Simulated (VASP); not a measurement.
Crystal: WS2.

```
CELL_PARAMETERS angstrom
1.57900 0.91164 6.16333
-1.57900 0.91164 6.16333
0.00000 -1.82327 6.16333
ATOMIC_POSITIONS crystal
W 0.00000 0.00000 0.00000
S 0.58100 0.58100 0.58100
S 0.75030 0.75030 0.75030
```

Measurements of this composition are mostly on another form, of space group No. 194.

- Program: VASP 6.6.1
- Task: single point
- Functional: PBEsol
- Potentials or basis: VASP PAW PBE potentials, release 64 (W_sv, S)
- Cutoff: 520 eV
- k mesh: 10 × 10 × 10
- Occupations: fermi-dirac, width 0.05 eV
- Spin: no spin polarisation

On this cell: pressure -0.5 GPa; largest force 0.602 eV/Å; band gap on the k mesh 1.03 eV, indirect (least direct gap 2.24 eV).

The same run follows on a disturbed copy (atoms moved at random, drawn with an rms of 0.05 Å):

```
CELL_PARAMETERS angstrom
1.57900 0.91164 6.16333
-1.57900 0.91164 6.16333
0.00000 -1.82327 6.16333
ATOMIC_POSITIONS crystal
W 0.98702 0.01091 0.00837
S 0.58570 0.58146 0.57252
S 0.74750 0.73998 0.77082
```

Q: What changes?

A: The energy moves by +28.0 meV/atom; pressure -3.5 GPa; largest force 1.658 eV/Å; band gap on the k mesh 0.95 eV, indirect (least direct gap 2.07 eV).

Forces on the atoms (eV/Å):
```
W    0.954 -0.012 -1.356
S   -0.381 -0.327  1.301
S   -0.573  0.339  0.055
```

Stress tensor (GPa, compression positive):
```
-2.55 -0.86 -0.77
-0.86 -2.81  3.03
-0.77  3.03 -5.20
```

Caveats: the PAW data sets were made with another functional, which shifts forces and pressure a little; spin-orbit coupling is left out, which moves the levels of the heavy elements.

A k mesh can miss the band edges.
